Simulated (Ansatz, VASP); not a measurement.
# Two plane-wave programs on Cd

```
Cd
1.0
     0.00000    2.81261    2.81303
     1.47335    0.00000    2.81303
     1.47335    2.81261    0.00000
Cd
1
Direct
  0.50000 0.50000 0.50000
```

Alike in both runs: functional PBE; k mesh 24 × 24 × 24; occupations gaussian, width 0.1 eV; no spin polarisation.

Ansatz relaxed the structure, and its values are those at the end. VASP's run is a single point on that final structure, the one shown.

|  | VASP | Ansatz |
| --- | --- | --- |
| version | VASP 6.6.1 | Ansatz 0.2.0 |
| potentials or method | VASP PAW PBE potentials, release 64 (Cd) | scalar-relativistic, plane waves, PAW |
| plane-wave cutoff (eV) | 520 | 420 |
| valence electrons in the cell | 12 | 20 |

Ansatz gave:

| Quantity | Value |
| --- | --- |
| gap on the k mesh at the Fermi level (eV) | none |
| pressure (GPa) | 0.0 |

Which values does VASP return?

gap on the k mesh at the Fermi level (eV): none; pressure (GPa): 0.3.

A gap of «none» marks a metal or a gap that the smearing closes. The two sets of potentials don't hold the same shells in valence.
